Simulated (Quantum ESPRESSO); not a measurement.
Crystal: TiAl3.

```
CELL_PARAMETERS angstrom
-1.91111 1.91111 4.28067
1.91111 -1.91111 4.28067
1.91111 1.91111 -4.28067
ATOMIC_POSITIONS crystal
Ti 0.00000 0.00000 0.00000
Al 0.25000 0.75000 0.50000
Al 0.75000 0.25000 0.50000
Al 0.50000 0.50000 0.00000
```

The cell comes from a database or a generator and needn't be the stable form of this composition.

| Property | Result |
| --- | --- |
| Program | Quantum ESPRESSO 7.5 |
| Task | Hubbard U by linear response |
| Functional | LDA |
| Potentials or basis | GBRV 1.5 LDA |
| Cutoff | 612 eV |
| Density cutoff | 4898 eV |
| k mesh | 8 × 8 × 8 |
| Occupations | cold, width 0.2 eV |
| Spin | no spin polarisation |
| Hubbard terms | Ti d U = 4.0 eV |
| Start of the occupations | default |
| Hubbard projectors | ortho-atomic |
| Form of the LDA correlation | PZ81 |
| Mixing beta | 0.3 |
| Most SCF iterations | 120 |
| SCF threshold | 8e-10 Ry |
| q mesh | 3 × 3 × 3 |

What Hubbard parameters does linear response give?

U = 5.25 eV on Ti 3d. The values belong to these projectors, potentials and this ground state, and don't carry over to other codes.

Hubbard U from linear response:
```
site  manifold  U (eV)
   1     Ti-3d    5.25
```
On the first site the bare response is -1.229 and the screened one -0.165 eV⁻¹.

Eigenvalues of the final occupation matrices:
```csv
site,spin,trace,eigenvalues
Ti 1 3d,each,1.28,0.15 0.25 0.25 0.26 0.36
```

Caveat: U without spin polarisation on a metal has little footing; the U is typed as a test and isn't derived for this compound.
